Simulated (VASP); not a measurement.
**A VASP 6.6.1 single-point calculation on CaO**

INCAR

```
LWAVE = .FALSE.
SIGMA = 0.02
NELM = 120
LCHARG = .FALSE.
ENCUT = 520
ISMEAR = -1
ISIF = 2
EDIFF = 1E-7
NBANDS = 15
NSW = 0
PREC = Accurate
LREAL = .FALSE.
ADDGRID = .TRUE.
LASPH = .TRUE.
IBRION = -1
GGA = PE
```

KPOINTS

```
KPOINTS created by Atomic Simulation Environment
0
Gamma
8 8 8
0 0 0
```

POSCAR

```
Ca O
 1.0000000000000000
     0.0000000000000000    2.7232526504000001    2.7232526504000001
     2.7232526504000001    0.0000000000000000    2.7232526504000001
     2.7232526504000001    2.7232526504000001    0.0000000000000000
 Ca  O
   1   1
Cartesian
  0.0000000000000000  0.0000000000000000  0.0000000000000000
  1.3616263252000000  1.3616263252000000  1.3616263252000000
```

The recommended PBE PAW datasets give the neutral cell 16 valence electrons.

Command

```
mpirun -np 1 vasp_std
```

Question: How does this run end, and what does it give?

Answer: It converged. Results: gap between bands v and c on the k mesh 2.88 eV; least direct gap on the k mesh 3.31 eV; pressure -6.6 GPa. Band v is the last that the valence electrons fill when counted band by band, and c is the next.

OSZICAR

```
N       E                     dE             d eps       ncg     rms          rms(c)
DAV:   1     0.123503571472E+03    0.12350E+03   -0.80826E+03   870   0.104E+03
DAV:   2    -0.859114521583E+01   -0.13209E+03   -0.12158E+03  1136   0.273E+02
DAV:   3    -0.147646615319E+02   -0.61735E+01   -0.61340E+01  1003   0.609E+01
DAV:   4    -0.149924316583E+02   -0.22777E+00   -0.22764E+00  1305   0.978E+00
DAV:   5    -0.149935984209E+02   -0.11668E-02   -0.11667E-02  1017   0.873E-01    0.971E+00
DAV:   6    -0.125230324280E+02    0.24706E+01   -0.94719E+00   968   0.248E+01    0.469E+00
DAV:   7    -0.123696866819E+02    0.15335E+00   -0.91213E-01  1006   0.836E+00    0.202E+00
DAV:   8    -0.123516846419E+02    0.18002E-01   -0.13725E-01   947   0.371E+00    0.405E-01
DAV:   9    -0.123516826657E+02    0.19761E-05   -0.60066E-03  1366   0.544E-01    0.180E-01
DAV:  10    -0.123540500599E+02   -0.23674E-02   -0.14815E-03   947   0.269E-01    0.549E-02
DAV:  11    -0.123540936815E+02   -0.43622E-04   -0.42479E-04  1108   0.138E-01    0.176E-02
DAV:  12    -0.123541112070E+02   -0.17525E-04   -0.54805E-05   968   0.736E-02    0.685E-03
DAV:  13    -0.123541097069E+02    0.15001E-05   -0.43650E-06  1087   0.218E-02    0.288E-03
DAV:  14    -0.123541098558E+02   -0.14891E-06   -0.10608E-06  1018   0.732E-03    0.473E-04
DAV:  15    -0.123541099520E+02   -0.96178E-07   -0.63450E-08   869   0.261E-03
   1 F= -.12354110E+02 E0= -.12354110E+02  d E =-.775906E-11
```

For comparison, a separate PBE run of the intended cell, on usual settings and not on those above, gives a gap of 2.88 eV on its mesh and a pressure of -6.6 GPa.
